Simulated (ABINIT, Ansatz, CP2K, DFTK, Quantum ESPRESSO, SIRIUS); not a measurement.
## The band gap of MgO, sorted by core time

Symmetry: Fm-3m, No. 225, cubic system. The conventional cell has a = 4.194 Å, b = 4.194 Å, c = 4.194 Å, α = 90.00°, β = 90.00°, γ = 90.00°. Mg (site symmetry m-3m) is surrounded by 6 O at 2.10 Å. O (site symmetry m-3m) has 6 Mg at 2.10 Å as nearest neighbours.

```csv
rung,level,program and potentials,cutoff (eV),k mesh,core time,chip,band gap (eV),miss (eV),notes
GGA,PBEsol,"Ansatz, PAW datasets made for the crystal",360,11 × 11 × 11,8 s,Arm Neoverse V1,(a),?,4 valence electrons an atom on average
GGA,revPBE,"Quantum ESPRESSO, SG15 PBE 1.2",1197,11 × 11 × 11,29 s,Arm Neoverse V2,5.05,-2.78,potentials made for PBE; 8 valence electrons an atom on average
GGA,PBE,"Quantum ESPRESSO, SG15 PBE 1.2",1197,11 × 11 × 11,29 s,Arm Neoverse V2,4.89,-2.94,8 valence electrons an atom on average
LDA,LDA,"ABINIT, JTH PAW PBE v2.0",762,11 × 11 × 11,32 s,Arm Neoverse V2,4.78,-3.05,potentials made for PBE; 8 valence electrons an atom on average
GGA,PBEsol,"SIRIUS, PseudoDojo 0.4.1 PBE standard (scalar relativistic)",1152,6 × 6 × 6,34 s,Arm Neoverse V2,4.74,-3.09,potentials made for PBE; 8 valence electrons an atom on average
GGA,PBE,"ABINIT, JTH PAW PBE v2.0",762,11 × 11 × 11,35 s,Arm Neoverse V2,(b),?,8 valence electrons an atom on average
GGA,PBE,"CP2K, POTENTIAL_UZH Mg GTH-PBE-q10, O GTH-PBE-q6; TZVP-MOLOPT-PBE-GTH basis",-,11 × 11 × 11,52 s,Arm Neoverse V1,4.82,-3.01,atomic basis; 8 valence electrons an atom on average
GGA,PBEsol,"DFTK, SG15 1.2 (PBE)",1225,11 × 11 × 11,62 s,AMD EPYC 9R45 Zen 5,4.74,-3.09,potentials made for PBE; 8 valence electrons an atom on average
```

Times are single runs on shared hosts and different chips, so they are rough; meshes, cutoffs and the tasks' sizes weigh on the time. Task: band structure. All rows: no spin polarisation. Gaps are the least found on the k mesh or the band path, and a mesh can miss the band edges. Meshes differ between rows, which moves values too. All levels ran on this one cell, unrelaxed unless noted. Meshes are those of the run's cell of 2 atoms unless a note names another. Misses use the values as printed. Runs on faulty files, with rough fits or with known faults for this quantity aren't shown. No row holds spin-orbit coupling.

Measured: 7.83 eV (arxiv:0908.1581). The runs are for a static lattice.

Task: Estimate the values left out from the other rows.

Result: (a) 4.76 eV, miss -3.07; (b) 4.86 eV, miss -2.97.
